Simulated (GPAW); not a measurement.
# Au (Fm-3m) in GPAW: settings compared, part 2 of 2

GPAW 26.7.0.

### 5 Band structure, BP86, spin-orbit coupling, no magnetisation

File run.py:

```python
import numpy as np
from ase import Atoms
from ase.dft.bandgap import bandgap
from ase.io import write
from ase.units import GPa
from gpaw import GPAW, PW, setup_paths
from gpaw.spinorbit import soc_eigenstates

setup_paths.insert(0, '.')

atoms = Atoms(['Au'],
              cell=[[0.0, 2.035, 2.035],
                    [2.035, 0.0, 2.035],
                    [2.035, 2.035, 0.0]],
              scaled_positions=[[0.0, 0.0, 0.0]],
              pbc=True)

calc = GPAW(mode=PW(600),
            xc='GGA_X_B88+GGA_C_P86',
            kpts={'size': (11, 11, 11), 'gamma': True},
            occupations={'name': 'fermi-dirac', 'width': 0.05},
            nbands=14,
            convergence={'density': 1e-05, 'energy': 1e-05},
            maxiter=150,
            txt='gpaw.txt')
atoms.calc = calc
energy = atoms.get_potential_energy()
forces = atoms.get_forces()
stress = atoms.get_stress()
calc.write('gs.gpw')
write('result.traj', atoms)
print(f'Energy: {energy:.6f} eV')
print('Forces (eV/A):')
print(forces.round(4))
print('Stress (GPa):', (stress / GPa).round(3))
print('Fermi level:', round(calc.get_fermi_level(), 4), 'eV')
print(f'Gap: {bandgap(calc)[0]:.4f} eV, direct: {bandgap(calc, direct=True)[0]:.4f} eV')

path = atoms.cell.bandpath('GXWKGLUWLK,UX', npoints=60, eps=1e-4)
bs_calc = calc.fixed_density(kpts=path, symmetry='off', nbands=21,
                             convergence={'bands': 'CBM+6.0', 'eigenstates': 1e-6}, txt='bands.txt')
bs = bs_calc.band_structure()
bs.write('bs.json')
print(f'Gap on the path: {bandgap(bs_calc)[0]:.4f} eV')

soc = soc_eigenstates(bs_calc, theta=0, phi=0)
np.savetxt('soc_bands.dat', soc.eigenvalues(), fmt='%.4f')
mesh = soc_eigenstates('gs.gpw', theta=0, phi=0)
np.savetxt('soc_mesh.dat', mesh.eigenvalues(), fmt='%.4f')
print('Fermi level with spin-orbit coupling:', round(mesh.fermi_level, 4), 'eV')
```

Started as:

```console
gpaw-setup -f GGA_X_B88+GGA_C_P86 Au
OMP_NUM_THREADS=1 python run.py
```

Run time: 11 s. Hardware: 1 thread of AMD EPYC 9R45 (Zen 5), shared host; peak memory 0.22 GiB.

The run converged. Its results:

| Property | Result |
| --- | --- |
| Free energy | -2.9805 eV |
| Pressure | 15.0 GPa |
| Band gap along the path | none (metal or under the smearing width) |

Levels at the corners of the path, in eV from the Fermi level:
```tsv
point	band 8	band 9	band 10	band 11	band 12	band 13
Γ	-4.24	-3.01	-3.01	-3.01	-3.01	15.96
X	-2.13	-1.03	-1.03	0.64	0.64	5.83
W	-3.24	-1.65	-1.65	4.78	4.78	5.31
K	-3.03	-1.94	-1.94	3.72	3.73	4.63
Γ	-4.24	-3.01	-3.01	-3.01	-3.01	15.96
L	-2.39	-1.63	-1.63	-1.22	-1.22	3.14
U	-3.03	-1.94	-1.94	3.72	3.73	4.63
W	-3.24	-1.65	-1.65	4.78	4.78	5.31
L	-2.39	-1.63	-1.63	-1.22	-1.22	3.14
K	-3.03	-1.94	-1.94	3.72	3.73	4.63
U	-3.03	-1.94	-1.94	3.72	3.73	4.63
X	-2.13	-1.03	-1.03	0.64	0.64	5.83
```

Caveat: with this Au data set, volumes or pressures lay over 1.5 % or 2 GPa off other programs in two to four cells of ten; spin-orbit coupling was added after a scalar SCF, so levels and gaps hold it while energy, forces, pressure and moments don't; this program's spin-orbit splittings come out too wide for heavy elements; so large a pressure means that the cell lies far from this level's equilibrium, or that cutoff or potentials fall short.

### 6 Band structure, optB88-vdW, spin-orbit coupling, no magnetisation

File run.py:

```python
import numpy as np
from ase.dft.bandgap import bandgap
from ase.io import read, write
from gpaw import GPAW, PW
from gpaw.spinorbit import soc_eigenstates

atoms = read('Au.xyz')

calc = GPAW(mode=PW(600),
            xc={'name': 'optB88-vdW', 'backend': 'libvdwxc'},
            kpts={'size': (11, 11, 11), 'gamma': True},
            occupations={'name': 'fermi-dirac', 'width': 0.05},
            nbands=14,
            convergence={'density': 1e-05, 'energy': 1e-05},
            maxiter=150,
            legacy_gpaw=True,
            txt='gpaw.txt')
atoms.calc = calc
energy = atoms.get_potential_energy()
forces = atoms.get_forces()
calc.write('gs.gpw')
write('result.traj', atoms)
print(f'Energy: {energy:.6f} eV')
print('Forces (eV/A):')
print(forces.round(4))
print('Fermi level:', round(calc.get_fermi_level(), 4), 'eV')
print(f'Gap: {bandgap(calc)[0]:.4f} eV, direct: {bandgap(calc, direct=True)[0]:.4f} eV')

path = atoms.cell.bandpath('GXWKGLUWLK,UX', npoints=100, eps=1e-4)
bs_calc = calc.fixed_density(kpts=path, symmetry='off', nbands=21,
                             convergence={'bands': 'CBM+6.0', 'eigenstates': 1e-6}, txt='bands.txt')
bs = bs_calc.band_structure()
bs.write('bs.json')
print(f'Gap on the path: {bandgap(bs_calc)[0]:.4f} eV')

soc = soc_eigenstates(bs_calc, theta=0, phi=0)
np.savetxt('soc_bands.dat', soc.eigenvalues(), fmt='%.4f')
mesh = soc_eigenstates('gs.gpw', theta=0, phi=0)
np.savetxt('soc_mesh.dat', mesh.eigenvalues(), fmt='%.4f')
print('Fermi level with spin-orbit coupling:', round(mesh.fermi_level, 4), 'eV')
```

File Au.xyz:

```xyz
1
Lattice="0.0000000000 2.0350000000 2.0350000000 2.0350000000 0.0000000000 2.0350000000 2.0350000000 2.0350000000 0.0000000000" Properties=species:S:1:pos:R:3 pbc="T T T"
Au     0.0000000000      0.0000000000      0.0000000000
```

Potentials or basis: GPAW PAW data sets (gpaw-data 1.2.1), pw.

Started as:

```console
OMP_NUM_THREADS=1 python run.py
```

gpaw.txt:

```text
___ ___ ___ _ _ _
 |   |   |_  | | | |
 | | | | | . | | | |
 |__ |  _|___|_____|  26.7.0
 |___|_|

Input parameters:
  convergence: {density: 1e-05,
                energy: 1e-05}
  kpts: {gamma: True,
         size: (11, 11, 11)}
  maxiter: 150
  mode: {ecut: 600.0,
         name: pw}
  nbands: 14
  occupations: {name: fermi-dirac,
                width: 0.05}
  xc: {backend: libvdwxc,
       name: optB88-vdW}

System changes: positions, numbers, cell, pbc, initial_charges, initial_magmoms

Initialize ...

species:
  Au:
    name:    Gold
    Z:       79.0
    valence: 11
    core:    68
    charge:  0.0  # [|e|]
    compensation charges:
      type: gauss
      rc: 0.42  # [Å]
      lmax: 2
    cutoffs:
      filter: 2.33  # [Å]
      core: 2.81  # [Å]
    projectors
    | kind |    occ | energy [eV] | rcut [Å] |
    |------|--------|-------------|----------|
    |   6s |  1.000 |      -5.728 |    1.323 |
    |   6p |  0.000 |      -0.775 |    1.323 |
    |   5d | 10.000 |      -6.891 |    1.323 |
    |    s |        |      21.484 |    1.323 |
    |    p |        |      26.436 |    1.323 |
    |    d |        |      20.321 |    1.323 |

    Using partial waves for Au as LCAO basis

Reference energy: -516598.271109  # eV

Spin-paired calculation

Convergence criteria:
 Maximum [total energy] change in last 3 cyles: 1e-05 eV / valence electron
 Maximum integral of absolute [dens]ity change: 1e-05 electrons / valence electron
 Maximum integral of absolute [eigenst]ate change: 4e-08 eV^2 / valence electron
 Maximum number of scf [iter]ations: 150
 (Square brackets indicate name in SCF output, whereas a 'c' in
 the SCF output indicates the quantity has converged.)

Symmetries present (total): 48

  ( 1  0  0)  ( 1  0  0)  ( 1  0  0)  ( 1  0  0)  ( 1  0 -1)  ( 1  0 -1)
  ( 1  0 -1)  ( 1 -1  0)  ( 0  1  0)  ( 0  0  1)  ( 1  0  0)  ( 1 -1  0)
  ( 1 -1  0)  ( 1  0 -1)  ( 0  0  1)  ( 0  1  0)  ( 1 -1  0)  ( 1  0  0)

  ( 1  0 -1)  ( 1  0 -1)  ( 1 -1  0)  ( 1 -1  0)  ( 1 -1  0)  ( 1 -1  0)
  ( 0  1 -1)  ( 0  0 -1)  ( 1  0  0)  ( 1  0 -1)  ( 0 -1  1)  ( 0 -1  0)
  ( 0  0 -1)  ( 0  1 -1)  ( 1  0 -1)  ( 1  0  0)  ( 0 -1  0)  ( 0 -1  1)

  ( 0  1  0)  ( 0  1  0)  ( 0  1  0)  ( 0  1  0)  ( 0  1 -1)  ( 0  1 -1)
  ( 1  0  0)  ( 0  1 -1)  ( 0  0  1)  (-1  1  0)  ( 1  0 -1)  ( 0  1  0)
  ( 0  0  1)  (-1  1  0)  ( 1  0  0)  ( 0  1 -1)  ( 0  0 -1)  (-1  1  0)

  ( 0  1 -1)  ( 0  1 -1)  ( 0  0  1)  ( 0  0  1)  ( 0  0  1)  ( 0  0  1)
  ( 0  0 -1)  (-1  1  0)  ( 1  0  0)  ( 0  1  0)  ( 0 -1  1)  (-1  0  1)
  ( 1  0 -1)  ( 0  1  0)  ( 0  1  0)  ( 1  0  0)  (-1  0  1)  ( 0 -1  1)

  ( 0  0 -1)  ( 0  0 -1)  ( 0  0 -1)  ( 0  0 -1)  ( 0 -1  1)  ( 0 -1  1)
  ( 1  0 -1)  ( 0  1 -1)  ( 0 -1  0)  (-1  0  0)  ( 1 -1  0)  ( 0  0  1)
  ( 0  1 -1)  ( 1  0 -1)  (-1  0  0)  ( 0 -1  0)  ( 0 -1  0)  (-1  0  1)

[... 19 lines left out ...]
   4:     0.18181818    0.18181818    0.00000000          6/1331
   5:     0.18181818    0.18181818    0.09090909         24/1331
   6:     0.18181818    0.18181818    0.18181818          8/1331
   7:     0.27272727    0.18181818    0.09090909         24/1331
   8:     0.27272727    0.18181818    0.18181818         24/1331
   9:     0.27272727    0.27272727    0.00000000          6/1331
          ...
  55:     0.45454545    0.45454545    0.45454545          8/1331

Wave functions: Plane wave expansion
  Cutoff energy: 600.000 eV
  Number of coefficients (min, max): 537, 572
  Pulay-stress correction: 0.000000 eV/Ang^3 (de/decut=0.000000)
  Using FFTW library
  ScaLapack parameters: grid=1x1, blocksize=None
  Wavefunction extrapolation:
    Improved wavefunction reuse through dual PAW basis

Occupation numbers: Fermi-Dirac:
  width: 0.0500  # eV

Eigensolver
   Davidson(niter=2)

Densities:
  Coarse grid: 18*18*18 grid
  Fine grid: 36*36*36 grid
  Total Charge: 0.000000

Density mixing:
  Method: separate
  Backend: msr1
  Linear mixing parameter: 0.05
  old densities: 10
  Width of damping distribution: 1.1
  Damping of long wavelength oscillations: 20

Hamiltonian:
  XC and Coulomb potentials evaluated on a 36*36*36 grid
  Using the optB88 Exchange-Correlation functional
  External potential:
    NoExternalPotential

XC parameters: optB88 with libvdwxc
  Mode: serial
  Semilocal: GGA_X_OPTB88_VDW+LDA_C_PW with 2 nearest neighbor stencil
  Corresponding non-local functional: vdW-DF
  Local blocksize: 36 x 36 x 36
  PAW datasets: PBE

Number of atoms: 1
Number of atomic orbitals: 9
Number of bands in calculation: 14
Number of valence electrons: 11
Bands to converge: occupied

... initialized

Initializing position-dependent things.

Density initialized from atomic densities
Creating initial wave functions:
  9 bands from LCAO basis set
  5 bands from random numbers

       Au

Atomic positions and initial magnetic moments

Positions:
   0 Au     0.000000    0.000000    0.000000    ( 0.0000,  0.0000,  0.0000)

Unit cell:
           periodic     x           y           z      points  spacing
  1. axis:    yes    0.000000    2.035000    2.035000    18     0.1305
  2. axis:    yes    2.035000    0.000000    2.035000    18     0.1305
  3. axis:    yes    2.035000    2.035000    0.000000    18     0.1305

  Lengths:   2.877925   2.877925   2.877925
  Angles:   60.000000  60.000000  60.000000

Effective grid spacing dv^(1/3) = 0.1424

iter:   1   -58.232966
iter:   2   -58.191495   -2.16  -1.39
iter:   3   -58.011958   -2.40  -1.42
iter:   4   -58.008886   -4.33  -2.22
iter:   5   -58.007043   -4.15  -2.33
iter:   6   -58.007002   -5.70  -3.44
iter:   7   -58.007001c  -5.85  -3.99
iter:   8   -58.006999c  -6.35  -3.91
iter:   9   -58.006999c  -8.25c -4.82
iter:  10   -58.006999c  -8.88c -4.97
iter:  11   -58.006999c -10.36c -5.57c

Converged after 11 iterations.

Dipole moment: (-0.000000, -0.000000, -0.000000) |e|*Ang

Energy contributions relative to reference atoms: (reference = -516598.271109)

Kinetic:         +4.189648
Potential:       -4.303450
External:        +0.000000
XC:             -57.900150
Entropy (-ST):   -0.001034
Local:           +0.007470
SIC:             +0.000000
--------------------------
Free energy:    -58.007517
Extrapolated:   -58.006999

Non-local optB88 correlation energy: 0.313809
Semilocal GGA_X_OPTB88_VDW+LDA_C_PW energy: -67.746396
(Not including atomic contributions)
Showing only first 2 kpts
 Kpt  Band  Eigenvalues  Occupancy
  0     3      5.27118    2.00000
  0     4      6.78863    2.00000
  0     5      6.78863    2.00000
  0     6     26.18601    0.00000

  1     3      5.44712    2.00000
  1     4      6.58323    2.00000
  1     5      6.87495    2.00000
  1     6     26.58226    0.00000

Fermi level: 10.16719

No gap
No difference between direct/indirect transitions

Forces in eV/Ang:
  0 Au    0.00000    0.00000    0.00000

Writing to gs.gpw (mode='')
```

bands.txt:

```text
___ ___ ___ _ _ _
 |   |   |_  | | | |
 | | | | | . | | | |
 |__ |  _|___|_____|  26.7.0
 |___|_|

Input parameters:
  convergence: {bands: CBM+6.0,
                eigenstates: 1e-06}
  gpts: [18 18 18]
  kpts: {cell: Cell([[0.0, 2.035, 2.035], [2.035, 0.0, 2.035], [2.035, 2.035, 0.0]]),
         kpts: [[0.         0.         0.        ]
 [0.03333333 0.         0.03333333]
 [0.06666667 0.         0.06666667]
 ...
[... 174 lines left out ...]
Semilocal GGA_X_OPTB88_VDW+LDA_C_PW energy: -67.746325
(Not including atomic contributions)
Showing only first 2 kpts
 Kpt  Band  Eigenvalues  Occupancy
  0     3      5.27118    2.00000
  0     4      6.78862    2.00000
  0     5      6.78862    2.00000
  0     6     26.18602    0.00000

  1     3      5.29499    2.00000
  1     4      6.75962    2.00000
  1     5      6.80045    2.00000
  1     6     26.24134    0.00000

Fermi level: 10.16719

No gap
No difference between direct/indirect transitions
```

Run time: 11 s. Hardware: 1 thread of AMD EPYC 9R45 (Zen 5), shared host; peak memory 0.25 GiB.

What came out:

```
Free energy             : -58.0075 eV
Band gap along the path : none (metal or under the smearing width)
```

Levels at the corners of the path, in eV from the Fermi level:
```csv
point,band 8,band 9,band 10,band 11,band 12,band 13
Γ,-4.30,-3.09,-3.09,-3.09,-3.09,16.00
X,-2.22,-1.13,-1.13,0.72,0.72,5.83
W,-3.31,-1.74,-1.74,4.80,4.80,5.33
K,-3.10,-2.03,-2.03,3.74,3.74,4.65
Γ,-4.30,-3.09,-3.09,-3.09,-3.09,16.00
L,-2.48,-1.72,-1.72,-1.14,-1.14,3.12
U,-3.10,-2.03,-2.03,3.74,3.74,4.65
W,-3.31,-1.74,-1.74,4.80,4.80,5.33
L,-2.48,-1.72,-1.72,-1.15,-1.14,3.12
K,-3.10,-2.03,-2.03,3.74,3.75,4.66
U,-3.10,-2.03,-2.03,3.74,3.74,4.65
X,-2.22,-1.13,-1.13,0.72,0.73,5.83
```

Caveat: spin-orbit coupling was added after a scalar SCF, so levels and gaps hold it while energy, forces, pressure and moments don't; this program's spin-orbit splittings come out too wide for heavy elements; the PAW data sets were made with another functional, which shifts forces and pressure a little.

### 7 Overview

| task | level | potentials or basis | spin | band path | band points | spin axis theta (degrees) | spin axis phi (degrees) | soc after scf | V0 of scaled cells (Å³/atom) | B0 (GPa) |
| --- | --- | --- | --- | --- | --- | --- | --- | --- | --- | --- |
| equation of state | r2SCAN | GPAW PAW data sets (gpaw-data 1.2.1), pw | off | - | - | - | - | - | - | - |
| equation of state | PBE+D3(BJ) | GPAW PAW data sets (gpaw-data 1.2.1), pw | off | - | - | - | - | - | 17.49 | 162 |
| equation of state | BP86+D3(BJ) | PAW data sets generated in the run's folder for this functional, pw | off | - | - | - | - | - | 16.80 | 191 |
| band structure | BP86 | PAW data sets generated in the run's folder for this functional, pw | SOC, no magnetisation | GXWKGLUWLK,UX | 60 | 0 | 0 | second variation | - | - |
| band structure | optB88-vdW | GPAW PAW data sets (gpaw-data 1.2.1), pw | SOC, no magnetisation | GXWKGLUWLK,UX | 100 | 0 | 0 | second variation | - | - |

Alike in all rows: cell as given; k mesh 11 × 11 × 11; cutoff (eV) 600; smearing fermi-dirac 0.05 eV.

Caveats: with this Au data set, volumes or pressures lay over 1.5 % or 2 GPa off other programs in two to four cells of ten (some runs); the PAW data sets were made with another functional, which shifts forces and pressure a little (some runs); spin-orbit coupling was added after a scalar SCF, so levels and gaps hold it while energy, forces, pressure and moments don't (some runs); this program's spin-orbit splittings come out too wide for heavy elements (some runs); the minimum lies outside the volumes run (some runs); so large a pressure means that the cell lies far from this level's equilibrium, or that cutoff or potentials fall short (some runs).

Absolute energies hang on the potentials; compare differences alone.

### 8 How close it comes

Step 3. A measured bulk modulus of Au is 167 GPa (quoted in “Exploring toroidal anvil profiles for larger sample volumes above 4 Mbar”, 2024, pmc:11102561); the calculated 162 GPa misses it by -3.2 %. The fit is for a static lattice scaled at fixed shape and fixed fractional positions.

Step 4. Against the measured bulk modulus of Au, 167 GPa (quoted in “Exploring toroidal anvil profiles for larger sample volumes above 4 Mbar”, 2024, pmc:11102561), the calculated 191 GPa is off by +14.5 %. The fit is for a static lattice scaled at fixed shape and fixed fractional positions.
